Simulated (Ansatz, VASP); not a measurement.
# Cross-check of SiC (V_Si-V_C (Si site 2) axial) between VASP and Ansatz, part 3 of 3

Wanted: the spread between two codes on one cell, functional and k mesh. Of the first pair: The cell is taken from a series of runs on this material, whose earlier steps may have relaxed, scaled, displaced or heated it; both programs get it as it stands.

VASP 6.6.1 and Ansatz 0.2.0.

So far. Step 3 (VASP: single point, PBE, pair 1): The run ends at a pressure of 1.46 GPa, with forces up to 1.1 eV/Å. Step 6 (VASP: single point, PBE, start cell, pair 2): The run ends at a pressure of -1.78 GPa, with forces up to 2.3 eV/Å.

## Step 9: VASP: single point, PBE, start cell, pair 3

Level of this step: PBE, spin-polarised from a ferromagnetic start; plane waves and PAW (Si, C) (VASP).

The same cell, functional, mesh and smearing now go to VASP, with its own data sets.

File INCAR:

```
SYSTEM = SiC
PREC = Accurate
ENCUT = 520
EDIFF = 1E-06
NELM = 200
ISMEAR = -1
SIGMA = 0.01
LREAL = Auto
ALGO = Normal
GGA = PE
NBANDS = 256
ISPIN = 2
MAGMOM = -0 -0 0 -0 -0 -0 0 0 0 0 0 -0 0 -0 -0 0 -0 0 0 0 0 -0 0 0 -0 -0 -0 -0 0 -0 0 0 0 0 0 0 -0 0 -0 -0 -0 -0 0 0 0 -0 0 0 0 0 0.03 0.03 0 0 0 0 -0 0 0 0 0 0 0 0.03 0.03 0.02 0 0.02 0 0 -0 0 -0 0 0.03 0.28 0.03 0 0.02 0 0 0 0 -0 0 -0 0.28 0 0.28 0 0 0 0 0
LORBIT = 11
LWAVE = .FALSE.
LCHARG = .FALSE.
ISIF = 2
NUPDOWN = 2
LASPH = .TRUE.
GGA_COMPAT = .FALSE.
NCORE = 2
```

File POSCAR:

```
SiC
1.0
    9.2824133794      5.3592039794      0.0000000000
   -9.2824134800      5.3592038053      0.0000000000
    0.0000000000      0.0000000000     10.1291978199
Si C
47 47
Direct
    0.0039266316      0.0051178088      0.5003742735
    0.1702132548      0.3324714850      0.5023036464
[... 6 atom lines left out ...]
    0.3321182553      0.3360007549      0.7465695837
[... 1 atom line left out ...]
    0.1708997566      0.3375386363      0.9977432744
    0.3384461329      0.1682196032      0.9987144273
    0.9973847883      0.4958149660      0.5029066556
[... 5 atom lines left out ...]
    0.0024440478      0.6703523470      0.7534469299
[... 2 atom lines left out ...]
    0.0021338719      0.4968493907      0.0006390615
[... 1 atom line left out ...]
    0.3313731973      0.6619364688      0.9975263767
[... 1 atom line left out ...]
    0.6708493794      0.3378080778      0.4980281844
[... 1 atom line left out ...]
    0.4992052036      0.3300758006      0.2537348017
[... 2 atom lines left out ...]
    0.5052511811      0.1701750657      0.7504840102
[... 1 atom line left out ...]
    0.8335170143      0.3346811141      0.7546548242
[... 1 atom line left out ...]
    0.6625668023      0.3287205377      0.0015501899
[... 1 atom line left out ...]
    0.4972435140      0.4962271781      0.4964479013
[... 1 atom line left out ...]
    0.8381544415      0.6685652406      0.4977146354
[... 1 atom line left out ...]
    0.6689590252      0.6641169583      0.2477455811
    0.8338637761      0.4956236093      0.2499795191
    0.5008616893      0.6684343742      0.7452410481
    0.8386636813      0.8362259441      0.7505732572
    0.5037411511      0.5028176789      0.0032556556
    0.6626648147      0.8314925594      0.0031483421
    0.8332279334      0.6704226363      0.9969999776
[... 3 atom lines left out ...]
    0.9947699840      0.9964725585      0.6866224872
[... 1 atom line left out ...]
    0.3282352685      0.1636288290      0.6857958669
[... 5 atom lines left out ...]
    0.3364112881      0.3356538306      0.9339786001
    0.9958906542      0.4985809309      0.1841836869
[... 2 atom lines left out ...]
    0.0039749841      0.5044951354      0.6893173699
[... 1 atom line left out ...]
    0.3368903346      0.6677823998      0.6836635164
[... 3 atom lines left out ...]
    0.0049714863      0.6700084417      0.9362740435
[... 3 atom lines left out ...]
    0.6711696053      0.3380108774      0.1881681091
[... 1 atom line left out ...]
    0.4993743799      0.0037766498      0.6896081135
    0.6690516834      0.3308542874      0.6851832814
    0.8281283808      0.1652605720      0.6871915352
    0.4984906391      0.3338988492      0.4424720575
[... 2 atom lines left out ...]
    0.5003740111      0.1683814688      0.9332928597
[... 1 atom line left out ...]
    0.8357636398      0.3381551144      0.9357439916
    0.5028804939      0.4975703393      0.1880967312
    0.6719660937      0.8352027277      0.1869870678
    0.8323629738      0.6639775548      0.1830446036
    0.4985851541      0.4979723770      0.6918567615
    0.6641833177      0.8279547265      0.6871474053
    0.8365101208      0.6647287099      0.6859006136
[... 1 atom line left out ...]
    0.6708802356      0.6692369057      0.4349084773
    0.8310845781      0.5013898182      0.4343329134
    0.4960936575      0.6648149662      0.9413412759
    0.8381870229      0.8341149047      0.9366989537
```

File KPOINTS:

```
Automatic mesh
0
Gamma
1 1 1
0 0 0
```

Potentials, in the order of the species: Si and C (PBE family, release 64).

Launch:

```
$ mpirun -np 8 vasp_gam
```

Numbers of over 12 decimals in the logs are rounded to 6 here.

What it wrote:

```text
[... set-up lines as in an earlier step ...]
 entering main loop
       N       E                     dE             d eps       ncg     rms          rms(c)
DAV:   1     0.224308515551E+04    0.22431E+04   -0.19509E+05  1024   0.140E+03
DAV:   2    -0.527173585091E+03   -0.27703E+04   -0.25896E+04  1328   0.279E+02
DAV:   3    -0.775198718046E+03   -0.24803E+03   -0.24483E+03  1248   0.809E+01
DAV:   4    -0.781748552309E+03   -0.65498E+01   -0.65187E+01  1232   0.147E+01
[...]
DAV:  16    -0.696672817814E+03   -0.42608E-05   -0.65157E-06  1168   0.460E-03    0.499E-03
DAV:  17    -0.696672819493E+03   -0.16785E-05   -0.10407E-06   680   0.209E-03    0.253E-03
DAV:  18    -0.696672820170E+03   -0.67708E-06   -0.49159E-07   616   0.126E-03
   1 F= -.69667282E+03 E0= -.69667282E+03  d E =-.609399E-12  mag=     2.0000
```

OUTCAR, selected parts (step 9):

```text
  FREE ENERGIE OF THE ION-ELECTRON SYSTEM (eV)
  ---------------------------------------------------
  free  energy   TOTEN  =      -696.6728201697 eV

  energy  without entropy=     -696.6728201697  energy(sigma->0) =     -696.67282017

 magnetization (x)
# of ion       s       p       d       tot
------------------------------------------
    1       -0.000  -0.000   0.000  -0.000
    2       -0.000  -0.000   0.000  -0.000
    3       -0.000   0.000   0.000   0.000
    4       -0.000   0.000   0.000   0.000
    5       -0.000  -0.000   0.000  -0.000
    6       -0.000  -0.000   0.000  -0.000
    7       -0.001   0.005   0.000   0.004
    8       -0.000   0.001   0.000   0.001
    9        0.000   0.001   0.000   0.001
   10        0.000   0.001   0.000   0.001
   11        0.000   0.001   0.000   0.001
   12       -0.000  -0.000   0.000  -0.000
   13       -0.000   0.000   0.000   0.000
[...]
--------------------------------------------------
tot          0.111   0.910   0.000   1.021
```

The run ends at a pressure of -0.14 GPa, with forces up to 2.9 eV/Å.

## Step 10: Side by side

Forces on 10 of the 94 atoms, those with the largest forces and the largest differences (eV/Å; atoms numbered as in POSCAR):

```
atom          Ansatz x, y, z            VASP x, y, z
Si37    -0.070, 1.688, 2.310    -0.066, 1.682, 2.304
Si39   -0.591, -1.289, 1.642   -0.589, -1.290, 1.637
Si43    1.817, -0.737, 0.810    1.810, -0.733, 0.812
Si44   0.647, -2.726, -0.685   0.642, -2.720, -0.684
 C50    1.843, 0.663, -0.776    1.842, 0.662, -0.782
 C66   -1.032, 0.996, -1.499   -1.033, 0.995, -1.494
 C69    0.044, -1.327, 1.124    0.048, -1.328, 1.113
 C86     0.435, 0.004, 0.087    0.433, -0.004, 0.095
 C87  -1.335, -0.121, -1.714  -1.333, -0.123, -1.722
 C93    0.699, 0.802, -0.731    0.698, 0.810, -0.741
```

The forces differ by 3.8 meV/Å r.m.s., which is 0.5 % of the r.m.s. force of 0.841 eV/Å (both taken over all components). Moments aren't recorded for both runs of this pair, so they may hold unlike magnetic states.

## Step 11: Outcome

| Property | Result |
| --- | --- |
| r.m.s. force difference (single point, PBE, pair 1) | 1.7 % of the r.m.s. force |
| r.m.s. force difference (single point, PBE, start cell, pair 2) | 0.44 % of the r.m.s. force |
| r.m.s. force difference (single point, PBE, start cell, pair 3) | 0.45 % of the r.m.s. force |

What this shows: The r.m.s. force difference is 1.7 % of the r.m.s. force (single point, PBE, pair 1), within the 3 % picked in this series as the mark of a large difference. 2 further runs of this series are not shown here. How closely two codes agree says nothing of how well the functional describes the real material.

[Lines on the potential files, build, host, timing and source positions are cut from VASP's logs without a mark.]

[Logs are printed without paths, hosts, clocks, repeated set-up lines and the standing remarks that a program may print on its own settings, such as how far it seeks lower states.]

[Hosts, paths, dates, database ids (printed as entryN), source tags and the programs' standing remarks are cut or masked in the printed files.]
